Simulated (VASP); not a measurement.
A run of VASP 6.6.1:

File INCAR:

```
  PREC = Accurate
  ENCUT = 600
  EDIFF = 1E-7
  ISMEAR = 0
  SIGMA = 0.02
  LREAL = False
  LASPH = True
  NELM = 80
  ALGO = Normal
  ISIF = 3
  LWAVE = False
  LCHARG = False
  GGA = PE
  IBRION = 2
  NSW = 90
  EDIFFG = -0.005
```

The input KPOINTS:

```
Automatic mesh
0
Gamma
  10 10 10
```

Contents of POSCAR:

```
LiH
1.0
    0.0000000000      2.0086193900      2.0086193900
    2.0086193900      0.0000000000      2.0086193900
    2.0086193900      2.0086193900      0.0000000000
Li H
1 1
Direct
    0.0000000000      0.0000000000      0.0000000000
    0.5000000000      0.5000000000      0.5000000000
```

Potentials or basis: VASP PAW PBE potentials, release 64 (Li_sv, H).

Run with:

```console
$ cat potpaw_PBE.64/Li_sv/POTCAR potpaw_PBE.64/H/POTCAR > POTCAR
$ mpirun -np 1 vasp_std > vasp.out
```

Hardware: 1 thread of Intel(R) Xeon(R) Platinum 8488C (Sapphire Rapids) (shared host).

Q: How long does it take, and how much memory?

A: Run time: 8.9 s on 1 thread of Intel(R) Xeon(R) Platinum 8488C (Sapphire Rapids), on a shared host, peak memory 0.12 GiB. Counts: scf iterations 27, k points 47, ion steps 3.
